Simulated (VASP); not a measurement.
# O (Fd-3m) in VASP: single point with r2SCAN

Aim: the single point of O with r2SCAN.

Program: VASP 6.6.1. These are calculated values, not measurements. Logs are shortened: lines on timing, memory, paths and dates and some standing lists are left out, and cuts for length are marked.

**1. The crystal as given**

Symmetry: Fd-3m, No. 227, cubic system. Conventional cell: a = 4.342 Å, b = 4.342 Å, c = 4.342 Å, α = 90.00°, β = 90.00°, γ = 90.00°. O (site symmetry -43m) is surrounded by 4 O at 1.88 Å.

The real solid is made of molecules; this cell is a model form.

**2. Single point, r2SCAN**

POSCAR reads:

```
O
1.0
    0.0000000000      2.1708564400      2.1708564400
    2.1708564400      0.0000000000      2.1708564400
    2.1708564400      2.1708564400      0.0000000000
O
2
Direct
    0.2500000000      0.2500000000      0.2500000000
    0.0000000000      0.0000000000      0.0000000000
```

INCAR.step1 reads:

```
  PREC = Accurate
  ENCUT = 520
  ISMEAR = 0
  SIGMA = 0.1
  LREAL = False
  LASPH = True
  NELM = 100
  NBANDS = 13
  GGA = PE
  ALGO = Normal
  EDIFF = 1E-4
  LWAVE = True
  LCHARG = False
```

INCAR.step2 reads:

```
  PREC = Accurate
  ENCUT = 520
  EDIFF = 1E-6
  ISMEAR = 0
  SIGMA = 0.1
  LREAL = False
  LASPH = True
  NELM = 100
  ALGO = Normal
  ISIF = 2
  LWAVE = False
  LCHARG = False
  METAGGA = R2SCAN
  LMIXTAU = True
  NBANDS = 13
  ISTART = 1
```

KPOINTS reads:

```
regular mesh
0
Gamma
  8 8 8
```

Potentials or basis: VASP PAW PBE potentials, release 64 (O).

On the command line:

```console
cat potpaw_PBE.64/O/POTCAR > POTCAR
cp INCAR.step1 INCAR
mpirun -np 1 vasp_std > vasp.out
cp INCAR.step2 INCAR
mpirun -np 1 vasp_std > vasp.out
```

OUTCAR:

```text
PREC = Accurate
   ENCUT = 520
   EDIFF = 1E-6
   ISMEAR = 0
   LREAL = False
   LASPH = True
   NELM = 100
   ISIF = 2
   METAGGA = R2SCAN
   ISTART = 1

 ion  position               nearest neighbor table
   1  0.250  0.250  0.250-   2 1.88   2 1.88   2 1.88   2 1.88
   2  0.000  0.000  0.000-   1 1.88   1 1.88   1 1.88   1 1.88

  LATTYP: Found a face centered cubic cell.
 ALAT       =     4.3417128800

  Lattice vectors:

 A1 = (   0.0000000000,   2.1708564400,   2.1708564400)
 A2 = (   2.1708564400,   0.0000000000,   2.1708564400)
 A3 = (   2.1708564400,   2.1708564400,   0.0000000000)

Analysis of symmetry for initial positions (statically):
=====================================================================
 Subroutine PRICEL returns:
 Original cell was already a primitive cell.

 Routine SETGRP: Setting up the symmetry group for a
 face centered cubic supercell.

 Subroutine GETGRP returns: Found 48 space group operations
 (whereof 24 operations were pure point group operations)
 out of a pool of 48 trial point group operations.

The static configuration has the point symmetry T_d .
 The point group associated with its full space group is O_h .

Analysis of symmetry for dynamics (positions and initial velocities):
=====================================================================
 Subroutine PRICEL returns:
 Original cell was already a primitive cell.

 Routine SETGRP: Setting up the symmetry group for a
 face centered cubic supercell.

 Subroutine GETGRP returns: Found 48 space group operations
 (whereof 24 operations were pure point group operations)
 out of a pool of 48 trial point group operations.

The dynamic configuration has the point symmetry T_d .
 The point group associated with its full space group is O_h .

 Subroutine INISYM returns: Found 48 space group operations
 (whereof 24 operations are pure point group operations),
 and found     1 'primitive' translations

----------------------------------------------------------------------------------------

                                     Primitive cell

  volume of cell :      20.4608

  direct lattice vectors                    reciprocal lattice vectors
     0.000000000  2.170856440  2.170856440    -0.230323844  0.230323844  0.230323844
     2.170856440  0.000000000  2.170856440     0.230323844 -0.230323844  0.230323844
     2.170856440  2.170856440  0.000000000     0.230323844  0.230323844 -0.230323844

  length of vectors
     3.070054619  3.070054619  3.070054619     0.398932600  0.398932600  0.398932600

  position of ions in fractional coordinates (direct lattice)
     0.250000000  0.250000000  0.250000000
     0.000000000  0.000000000  0.000000000

  ion indices of the primitive-cell ions
   primitive index   ion index
                 1           1
                 2           2

----------------------------------------------------------------------------------------

 KPOINTS: regular mesh

Automatic generation of k-mesh.
 Grid dimensions read from file:
 generate k-points for:    8    8    8

 Generating k-lattice:

  Cartesian coordinates                     Fractional coordinates (reciprocal lattice)
    -0.028790480  0.028790480  0.028790480     0.125000000  0.000000000  0.000000000
     0.028790480 -0.028790480  0.028790480     0.000000000  0.125000000  0.000000000
     0.028790480  0.028790480 -0.028790480     0.000000000  0.000000000  0.125000000

  Length of vectors
     0.049866575  0.049866575  0.049866575

  Shift w.r.t. Gamma in fractional coordinates (k-lattice)
     0.000000000  0.000000000  0.000000000

 Subroutine IBZKPT returns following result:
 ===========================================

 Found     29 irreducible k-points:

 Following reciprocal coordinates:
            Coordinates               Weight
  0.000000  0.000000  0.000000      1.000000
  0.125000  0.000000  0.000000      8.000000
  0.250000  0.000000  0.000000      8.000000
  0.375000  0.000000  0.000000      8.000000
  0.500000  0.000000  0.000000      4.000000
  0.125000  0.125000  0.000000      6.000000
[... 16 lines left out ...]
  0.500000  0.250000  0.125000     48.000000
 -0.375000  0.250000  0.125000     24.000000
 [... further k-points ...]
   k-points           NKPTS =     29   k-points in BZ     NKDIM =     29   number of bands    NBANDS=     13
   number of dos      NEDOS =    301   number of ions     NIONS =      2
   total plane-waves  NPLWV =  13824
   dimension x,y,z NGX =    24 NGY =   24 NGZ =   24
   dimension x,y,z NGXF=    48 NGYF=   48 NGZF=   48
   ions per type =               2
   NGX,Y,Z   is equivalent  to a cutoff of  13.00, 13.00, 13.00 a.u.
   NGXF,Y,Z  is equivalent  to a cutoff of  25.99, 25.99, 25.99 a.u.
 SYSTEM =  unknown system
   PREC   = accura    normal or accurate (medium, high low for compatibility)
   ISTART =      1    job   : 0-new  1-cont  2-samecut
   ICHARG =      0    charge: 1-file 2-atom 10-const
   ISPIN  =      1    spin polarized calculation?
   LNONCOLLINEAR =      F non collinear calculations
   LSORBIT =      F    spin-orbit coupling
   LASPH  =      T    aspherical Exc in radial PAW
   ENCUT  =  520.0 eV  38.22 Ry    6.18 a.u.   5.71  5.71  5.71*2*pi/ulx,y,z
   NELM   =    100;   NELMIN=  2; NELMDL=  0     # of ELM steps
   EDIFF  = 0.1E-05   stopping-criterion for ELM
   LREAL  =      F    real-space projection
   EDIFFG = 0.1E-04   stopping-criterion for IOM
   NSW    =      0    number of steps for IOM
   IBRION =     -1    ionic relax: 0-MD 1-quasi-New 2-CG
   NFREE  =      0    steps in history (QN), initial steepest desc. (CG)
   ISIF   =      2    stress and relaxation
   ISYM   =      2    0-nonsym 1-usesym 2-fastsym
   POTIM  = 0.5000    time-step for ionic-motion
   TEBEG  =    0.0;   TEEND  =   0.0 temperature during run
   PSTRESS=    0.0 pullay stress
   NELECT =      12.0000    total number of electrons
   NUPDOWN=      -1.0000    fix difference up-down
   EMIN   =  10.00;   EMAX   =-10.00  energy-range for DOS
   EFERMI =   0.00;   METHOD = LEGACY
   ISMEAR =     0;   SIGMA  =   0.10  broadening in eV -4-tet -1-fermi 0-gaus
   EFERMI_NEDOS =   21; number of points for ismear=-14 and -15
   IALGO  =     38    algorithm
   IMIX   =      4    mixing-type and parameters
     AMIX     =   0.40;   BMIX     =  1.00
     AMIX_MAG =   1.60;   BMIX_MAG =  1.00
  volume/ion in A,a.u.               =      10.23        69.04
  Fermi-wavevector in a.u.,A,eV,Ry     =   1.370337  2.589562 25.549351  1.877824
  Thomas-Fermi vector in A             =   2.496132
   LORBIT       =      0    0 simple, 1 ext, 2 COOP (PROOUT), +10 PAW based schemes
   METAGGA = R2SCAN    functional components
   LHFCALC =     F    Hartree Fock is set to
   AEXX    =    0.0000 exact exchange contribution
   IVDW    =     0    specifies the selected vdW correction
   LEPSILON=     F    determine dielectric tensor
   LRPA    =     F    only Hartree local field effects (RPA)
 non-spin polarized calculation
 Gauss-broadening in eV      SIGMA  =   0.10
  energy-cutoff  :      520.00
  volume of cell :       20.46
 maximum number of plane-waves:       568
   NGX = 11   NGY = 11   NGZ = 11

 number of electron      11.9999993 magnetization

 Free energy of the ion-electron system (eV)
  ---------------------------------------------------
  ext. energy  EPLUGINS =         0.00000000
  ---------------------------------------------------
  free energy    TOTEN  =        -7.49080383 eV

  energy without entropy =       -7.48456735  energy(sigma->0) =       -7.48768559

 E-fermi :   0.5769     XC(G=0): -10.9373

 val. band max:        0.5054297829   @ k =   0.2500   0.0000   0.0000
 cond. band min:       0.6163612185   @ k =   0.5000   0.1250   0.0000
 fundamental gap:      0.1109314356
 Fermi energy:         0.5769403455

 k-point     1 :       0.0000    0.0000    0.0000
  band No.  band energies     occupation
      1     -22.5471      2.00000
      2     -13.9661      2.00000
      3      -3.5913      2.00000
      4      -3.5913      2.00000
      5      -3.5913      2.00000
      6      -0.1729      2.00000
      7      -0.1729      2.00000
      8      -0.1729      2.00000
      9      10.8141      0.00000
     10      25.2324      0.00000
     11      25.2324      0.00000
     12      25.2324      0.00000
     13      25.9888      0.00000

 k-point     2 :       0.1250    0.0000    0.0000
  band No.  band energies     occupation
      1     -22.3537      2.00000
      2     -14.3371      2.00000
      3      -3.7843      2.00000
      4      -3.7843      2.00000
      5      -3.7631      2.00000
      6       0.0330      2.00000
      7       0.0516      2.00000
      8       0.0516      2.00000
      9      11.3338      0.00000
     10      23.2288      0.00000
     11      23.4719      0.00000
     12      23.4719      0.00000
     13      28.4889      0.00000

 k-point     3 :       0.2500    0.0000    0.0000
  band No.  band energies     occupation
      1     -21.8140      2.00000
      2     -15.2789      2.00000
      3      -4.2400      2.00000
      4      -4.1707      2.00000
      5      -4.1707      2.00000
      6       0.5054      1.68818
      7       0.5054      1.68813
      8       0.6916      0.10499
      9      12.5031      0.00000
     10      20.6407      0.00000
     11      22.2600      0.00000
     12      22.2600      0.00000
     13      29.1104      0.00000
[... 305 lines left out ...]
 k-point    23 :       0.5000    0.2500    0.1250
  band No.  band energies     occupation
      1     -20.6143      2.00000
      2     -16.9537      2.00000
      3      -6.0501      2.00000
      4      -4.9950      2.00000
      5      -2.7050      2.00000
      6       0.0008      2.00000
      7       1.4825      0.00000
      8       1.8978      0.00000
      9      13.9264      0.00000
     10      16.5966      0.00000
     11      22.2876      0.00000
     12      23.6357      0.00000
     13      30.1291      0.00000

 k-point    24 :      -0.3750    0.2500    0.1250
  band No.  band energies     occupation
      1     -20.1831      2.00000
      2     -17.4813      2.00000
      3      -6.2832      2.00000
      4      -5.1272      2.00000
      5      -2.6881      2.00000
      6       0.2622      1.99999
      7       1.5589      0.00000
      8       2.0624      0.00000
      9      14.2522      0.00000
     10      16.1144      0.00000
     11      22.3308      0.00000
     12      23.0596      0.00000
     13      30.7411      0.00000

 [... further k-points ...]

------------------------ aborting loop because EDIFF is reached ----------------------------------------

  FORCE on cell =-STRESS in cart. coord.  units (eV):
  Direction    XX          YY          ZZ          XY          YZ          ZX
  --------------------------------------------------------------------------------------
  -------------------------------------------------------------------------------------
  Total        0.0925981      0.0925981      0.0925981      0.0000000      0.0000000      0.0000000
  in kB        7.2508534      7.2508534      7.2508534      0.0000000      0.0000000      0.0000000
  external PRESSURE =       7.2508534 kB  Pullay stress =       0.0000000 kB

 VOLUME and BASIS-vectors are now :
 -----------------------------------------------------------------------------
  energy-cutoff  :      520.00
  volume of cell :       20.46
      direct lattice vectors                 reciprocal lattice vectors
     0.000000000  2.170856440  2.170856440    -0.230323844  0.230323844  0.230323844
     2.170856440  0.000000000  2.170856440     0.230323844 -0.230323844  0.230323844
     2.170856440  2.170856440  0.000000000     0.230323844  0.230323844 -0.230323844

 POSITION                                       TOTAL-FORCE (eV/Angst)
 -----------------------------------------------------------------------------------
      1.08543      1.08543      1.08543        -0.000000     -0.000000     -0.000000
      0.00000      0.00000      0.00000         0.000000      0.000000      0.000000
 -----------------------------------------------------------------------------------
    total drift:                               -0.000000      0.000000      0.000000

  FREE ENERGIE OF THE ION-ELECTRON SYSTEM (eV)
  ---------------------------------------------------
  free  energy   TOTEN  =        -7.4908038269 eV

  energy  without entropy=       -7.4845673454  energy(sigma->0) =       -7.48768559
```

Wall time 22 s (1 thread of Intel Xeon Platinum 8488C (Sapphire Rapids), shared host); peak memory 0.13 GiB.

What came out:

* Free energy: -7.4908 eV
* Pressure: 0.7 GPa
* Band gap on the k mesh: none (metal or under the smearing width)

Caveat: spin is off for a triplet molecule; the PAW data sets were made with another functional, which shifts forces and pressure a little.
